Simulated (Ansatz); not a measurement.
WS2, 3 atoms in the cell. The cell holds a slab with vacuum, 3 atoms: a = 3.184 Å, b = 3.184 Å, c = 16.951 Å, α = 90.00°, β = 90.00°, γ = 120.00°. 

| Property | Result |
| --- | --- |
| Program | Ansatz 0.2.0 |
| Task | band structure |
| Functional | HSE03 |
| Potentials or basis | Ansatz PAW |
| Cutoff | 420 eV (not typed: the program's choice for these potentials) |
| k mesh | 6 × 6 × 1 |
| Occupations | fermi-dirac, width 0.05 eV |
| Spin | no spin polarisation |
| Path | [["G", "M", "K", "G", "A", "L", "H", "A"], ["L", "M"], ["K", "H"]] |
| Points for each segment of the path | 4 |

Potentials or basis: Ansatz PAW.

The run is started by

```sh
$ ansatz run input.yaml --threads 2 --pin off --max-ram 5632MiB --backend cpu --events-out ev --progress --plain --runs-dir out
```

Hardware: 2 threads of Intel(R) Xeon(R) CPU @ 2.60GHz (Ice Lake), with other jobs on the host.

Question: Estimate the wall time of this run.

Answer: Run time: 2.8 min on 2 threads of Intel(R) Xeon(R) CPU @ 2.60GHz (Ice Lake) (shared host), peak memory 1.3 GiB. Counts: scf iterations 15, plane waves 2937, k points 7, bands 20.
